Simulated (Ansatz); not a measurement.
# How high a cutoff does the level of P_Ga in GaP (F-43m) need?

Aim: the (+2/+1) level of P_Ga in GaP (F-43m) as a function of the plane-wave cutoff, with the cost of each choice. The model is a cell of 72 host atoms with 1 Ga taken out and 1 P put in; the atoms are relaxed once and then held.

Method: plane-wave PAW DFT; relaxations with PBEsol, then single points with PBEsol, on supercells at fixed charge in a uniform background, in Ansatz 0.2.0.

This is a report of a sequence of runs, with most program output left out.

### Step 1. The structure

The cell holds 72 atoms: 35 Ga and 37 P. Cell: a = 11.538 Å, b = 11.538 Å, c = 15.383 Å, α = 60.0°, β = 60.0°, γ = 60.0°. It derives from GaP (space group F-43m). Nearest the centre at fractional (0.333, 0.667, 0.500): P45 at 0.00 Å, P20 at 2.36 Å, P14 at 2.36 Å, P36 at 2.36 Å, P12 at 2.36 Å, Ga29 at 3.85 Å, Ga5 at 3.85 Å, Ga21 at 3.85 Å. The cell carries charge +2.

Structure file:

Known beforehand: the electronic dielectric constant, 10.63, and the static one, 12.62, computed on the host (DFPT, PBEsol).

The cell's shortest repeat is 11.5 Å.

### Step 2. Relaxing both charge states, PBEsol

The study needs fixed structures, so each charge is relaxed once, at one point at (¼, ¼, ¼), from small random displacements that break the symmetry of the site.

Contents of qp2.relax/input.yaml:

```yaml
crystal:
  lattice:
    - [0.0, 2.71944326, 2.71944326]
    - [2.71944326, 0.0, 2.71944326]
    - [2.71944326, 2.71944326, 0.0]
  atoms:
    - { symbol: Ga, position: [0.0, 0.0, 0.0] }
    - { symbol: P, position: [0.75, 0.75, 0.75] }
  supercell: [3, 3, 4]
  defects: [{ substitution: { at: 44, symbol: P } }]
total_charge: 2
basis:
  ecutwfc: 420
  xc_grid: 2
hamiltonian:
  xc: pbesol
  pseudopotentials: { kind: paw, azcp: { folder: soft_1 }, xc_functional: pbe }
kpoints:
  mp_grid: { grid: [1, 1, 1], shift: [0.25, 0.25, 0.25] }
scf:
  occupations: { method: fixed }
  max_iter: 100
output:
  forces: true
  charged_corrections:
    epsilon: 10.63
    static_epsilon: 12.62
    defect_position: [0.333333, 0.666667, 0.5]
relax:
  f_tol: 0.015
  max_steps: 60
  random_displacement: { amplitude: 0.04, seed: 1691 }
checkpoint:
  write: "../qp2.relax.run"
  compress: false
  write_wavefunctions: true
  write_every: 100000
```

Run with:

```console
$ ansatz run input.yaml --threads 32 --pin off --max-ram 84787MiB --backend cuda --events-out ev --progress --plain --runs-dir out --max-vram 78GiB
```

Elapsed: 4.6 s, on 1 × NVIDIA GB200 with 32 threads of Arm Neoverse V2, shared host; peak memory 1.5 GiB; 14 s of CPU time.

Relaxation path:

```tsv
step	energy less that of the first step (eV)	largest force component (eV/Å)
1	0.0000	1.1197
2	-0.9255	0.4871
3	-1.0889	0.1642
4	-1.1022	0.0240
5	-1.1028	0.0060
```

The atoms that moved most (Å, from the sites as typed, ahead of the random displacement, the mean shift of all atoms taken out):

```tsv
atom	dx	dy	dz	length
P14	-0.067	-0.068	0.073	0.120
P12	0.054	0.053	0.070	0.103
P20	-0.057	0.057	-0.051	0.095
P36	0.056	-0.057	-0.051	0.095
Ga43	-0.010	-0.010	0.067	0.069
Ga29	0.018	0.064	0.012	0.068
Ga69	0.064	0.017	0.010	0.067
Ga21	0.055	-0.010	-0.016	0.059
```

Neighbours of P45 at the end:

```tsv
atom	distance (Å)
P14	2.227
P12	2.260
P20	2.261
P36	2.261
Ga39	3.845
Ga23	3.846
Ga27	3.855
Ga67	3.855
Ga5	3.855
Ga61	3.857
Ga69	3.862
Ga29	3.863
Ga37	3.866
Ga47	3.868
Ga21	3.869
Ga43	3.870
```

```tsv
charge	moment set (μB)	steps	largest displacement (Å)	time
+1	1	6	0.12	7.2 s
+2	0	5	0.12	4.6 s
```

The relaxation ends 15 meV an atom lower than the displaced start, with a largest force component of 0.0060 eV/Å.

### Step 3. First setting: 250 eV

Total energies converge slowly with the cutoff, but a level is a difference between cells with the same atoms, so much of the error should cancel. The host is run again at each cutoff. The single points sample a 2×2×2 shifted mesh.

Contents of qp2.e250/input.yaml:

```yaml
crystal:
  checkpoint: "../qp2.relax.run"
  host: checkpoint
total_charge: 2
basis:
  ecutwfc: 250
  xc_grid: 2
hamiltonian:
  xc: pbesol
  pseudopotentials: { kind: paw, azcp: { folder: soft_1 }, xc_functional: pbe }
kpoints:
  mp_grid: { grid: [2, 2, 2], shift: [0.5, 0.5, 0.5] }
scf:
  occupations: { method: fixed }
  max_iter: 100
output:
  forces: true
  charged_corrections:
    epsilon: 10.63
    static_epsilon: 12.62
    defect_position: [0.333333, 0.666667, 0.5]
  eigenvalues: true
checkpoint:
  write: "../qp2.e250.run"
  compress: false
  write_wavefunctions: false
  write_every: 100000
```

Elapsed: 2 s, on 1 × NVIDIA GB200 with 32 threads; peak memory 1.2 GiB.

Both charges and the host at this setting go to place-levels, which corrects for the image charge and aligns the potentials.

Contents of levels.e250.yaml:

```yaml
host:
  run: host.e250.run
states: [qp1_M1.e250.run, qp2.e250.run]
geometry_from:
  qp1_M1.e250.run: qp1_M1.relax.run
  qp2.e250.run: qp2.relax.run
  host.e250.run: host.relax.run
```

Run with:

```console
$ ansatz place-levels levels.e250.yaml -- --threads 32 --pin off --max-ram 84787MiB --backend cuda --max-vram 78GiB
```

Run time: 0.13 s. Hardware: 32 threads.

At this setting the gap is 1.460 eV and (+2/+1) lies 0.561 eV above the valence top.

### Step 4. The other settings

In the defect's inputs only the studied keys change. The next input; the others follow the same pattern (350 eV, 420 eV, 500 eV, 600 eV and 750 eV):

qp2.e300/input.yaml, as its differences from qp2.e250/input.yaml of step 3:

```diff
@@ -5,3 +5,3 @@
 basis:
-  ecutwfc: 250
+  ecutwfc: 300
   xc_grid: 2
@@ -23,3 +23,3 @@
 checkpoint:
-  write: "../qp2.e250.run"
+  write: "../qp2.e300.run"
   compress: false
```

300 eV: no level is given: the program refused to place it, or it failed a test of edges or alignment.

600 eV: no level is given: the program refused to place it, or it failed a test of edges or alignment.

### Step 5. Result against cost

Times of the states on 1 × NVIDIA GB200 with 32 threads of Arm Neoverse V2, shared host; the host is run again at each setting:

```tsv
plane-wave cutoff	gap (eV)	(+2/+1) above the valence top (eV)	under the conduction bottom (eV)	level less that at 750 eV (meV)	time, both charge states	time, host and placing	peak memory of a state (GiB)
250 eV	1.460	0.561	0.898	44	4.5 s	2 s	1.2
350 eV	1.442	0.518	0.924	0	6 s	2.6 s	1.5
420 eV	1.441	0.517	0.923	0	6.4 s	18 s	1.5
500 eV	1.441	0.517	0.923	0	8 s	2.4 s	1.8
750 eV	1.441	0.518	0.923	0	11 s	3 s	2.1
```

### Step 6. What came out

* (plus 2/plus 1) level, 250 eV: 0.56 eV
* (plus 2/plus 1) level, 350 eV: 0.52 eV
* (plus 2/plus 1) level, 420 eV: 0.52 eV
* (plus 2/plus 1) level, 500 eV: 0.52 eV
* (plus 2/plus 1) level, 750 eV: 0.52 eV

In words: Over the settings in the table the level spans 0.044 eV; from 350 eV on, both the level and its depth under the conduction bottom lie within 0.02 eV of the reference (750 eV, 0.52 eV). The largest miss of the level above the valence top is 44 meV, with 250 eV. The total energy of the charged cell falls by 36.3 eV over the same range, so nearly all of the basis error cancels in the level. In a reference run the bands overlap at the filling edge, so the reference itself is in doubt. Cell and atoms were held and forces were not judged; the files' recommended cutoff is 420 eV. Only the charges +1 and +2 were run, each from one start, so (+2/+1) need not be a change between stable states. The host ran in cells of different size at different settings, so its times don't compare. With nearly degenerate levels at the filling edge in most or all rows, agreement between settings doesn't show that the state itself is settled. At 250 eV, 350 eV, 420 eV, 500 eV and 750 eV a state has next to no gap at its filling edge, or overlapping levels, which makes the level less certain. Limits: PBEsol makes the gap too small and tends to spread out bound carriers; force components of up to 0.27 eV/Å remain in a run at the final settings.

[Logs are printed without paths, hosts, clocks, repeated set-up lines and the standing remarks that a program may print on its own settings, such as how far it seeks lower states.]

[Hosts, paths, dates, database ids (printed as entryN), source tags and the programs' standing remarks are cut or masked in the printed files.]

[Where a table of states has a column of steps, it counts the stored structures, which are thinned; the runs took as many ionic steps or more.]

[For some hosts the program warned that the k-mesh of the response run may be too coarse for force constants and the static dielectric constant; such warnings are not shown here.]
